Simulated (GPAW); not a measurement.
# Au: single point with PBE

Crystal: Au.

```xyz
2
Lattice="2.9000 0.0000 0.0000 -1.4500 2.5115 0.0000 0.0000 0.0000 4.8800" Properties=species:S:1:pos:R:3 pbc="T T T"
Au    1.4500    0.8372    1.2200
Au    0.0000    1.6743    3.6600
```

This isn't the form of Au at room conditions, which is fcc.

```yaml
Program: GPAW 26.7.0
Task: single point
Functional: PBE
Potentials_or_basis: GPAW PAW data sets (gpaw-data 1.2.1)
Cutoff: 600 eV
Basis: pw
k_mesh: 11 × 11 × 6
Occupations: fermi-dirac, width 0.05 eV
Spin: no spin polarisation
```

The pressure is 3.8 GPa and the band gap on the k mesh is none (metal or under the smearing width).

Stress tensor (GPa, compression positive):
```
4.19 0.00 0.00
0.00 4.19 0.00
0.00 0.00 3.04
```

Levels at points of the mesh, in eV from the Fermi level:
| k point | band 7 | band 8 | band 9 | band 10 | band 11 | band 12 | band 13 | band 14 | band 15 | band 16 |
| --- | --- | --- | --- | --- | --- | --- | --- | --- | --- | --- |
| (0.00, 0.00, 0.00) | -4.07 | -3.41 | -3.41 | -2.15 | -2.15 | -0.97 | 2.51 | 15.57 | 16.67 | 17.87 |
| (0.00, 0.00, 0.50) | -4.39 | -4.39 | -2.58 | -2.58 | -2.58 | -2.58 | 10.44 | 10.44 | 15.92 | 15.92 |

Wall time 63 s on 1 thread of Arm Neoverse N1, with other jobs on the host, peak memory 0.19 GiB.

Caveat: with this Au data set, volumes or pressures lay over 1.5 % or 2 GPa off other programs in two to four cells of ten. Spin-orbit coupling is left out, which matters for the levels of Au.
